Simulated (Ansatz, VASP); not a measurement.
## SiC2 in VASP and in Ansatz

INCAR

```
ALGO = Normal ; EDIFF = 1E-6
EDIFFG = -0.04 ; ENCUT = 600
GGA = PE ; IBRION = 2
ISIF = 3 ; ISMEAR = 0
LASPH = T ; LCHARG = F
LREAL = F ; LWAVE = F
NELM = 80 ; NSW = 90
PREC = Accurate ; SIGMA = 0.1
```

Contents of KPOINTS:

```
k-points
0
Gamma
  6 6 2
```

Contents of POSCAR:

```
SiC2
1.0
    2.6876933300      0.0000000000      0.0000000000
   -1.3438466600      2.3276107000      0.0000000000
    0.0000000000      0.0000000000     13.0514391000
Si C
2 4
Direct
    0.3333333300      0.6666666700      0.2500000000
    0.6666666700      0.3333333300      0.7500000000
    0.3333333300      0.6666666700      0.9166666700
    0.3333333300      0.6666666700      0.5833333300
    0.6666666700      0.3333333300      0.0833333300
    0.6666666700      0.3333333300      0.4166666700
```

Input for Ansatz:

```yaml
crystal:
  lattice:
    - [2.68769333, 0.0, 0.0]
    - [-1.34384666, 2.3276107, 0.0]
    - [0.0, 0.0, 13.0514391]
  atoms:
    - { symbol: Si, position: [0.33333333, 0.66666667, 0.25] }
    - { symbol: Si, position: [0.66666667, 0.33333333, 0.75] }
    - { symbol: C, position: [0.33333333, 0.66666667, 0.91666667] }
    - { symbol: C, position: [0.33333333, 0.66666667, 0.58333333] }
    - { symbol: C, position: [0.66666667, 0.33333333, 0.08333333] }
    - { symbol: C, position: [0.66666667, 0.33333333, 0.41666667] }
basis:
  ecutwfc: 420
kpoints:
  mp_grid: { grid: [6, 6, 2] }
hamiltonian:
  xc: pbe
scf:
  occupations: { method: gaussian, width: 0.1 }
  lower_state_search: "off"
output:
  forces: true
  stress: true
  eigenvalues: true
relax:
  adjacent_minimum: "off"
  f_tol: 0.04
  max_steps: 70
  cell: { stress_tol: 0.4 }
```

Alike in both runs: task relaxation of cell and atoms; functional PBE; k mesh 6 × 6 × 2; occupations gaussian, width 0.1 eV; no spin polarisation.

|  | VASP | Ansatz |
| --- | --- | --- |
| version | VASP 6.6.1 | Ansatz 0.2.0 |
| potentials or method | VASP PAW PBE potentials, release 64 (Si, C) | scalar-relativistic, plane waves, PAW |
| plane-wave cutoff (eV) | 600 | 420 |
| valence electrons in the cell | 24 | 24 |

```tsv
	VASP	Ansatz	Ansatz less VASP
gap on the k mesh at the Fermi level, each at its own relaxed structure (eV)	none	none	-
relaxed volume (Å³/atom)	8.43	8.43	+0.001
relaxed cell length with the largest relative difference (Å)	8.907	8.915	+0.0086
energy change over the relaxation (meV/atom)	-3248	-3249	-0.5
```

A gap of «none» marks a metal or a gap that the smearing closes.

Caveats: the k mesh is coarse (spacing up to 0.45 Å⁻¹), so the values aren't converged; the volume moved by over 15 % at a fixed basis, so the end points are rough (VASP).
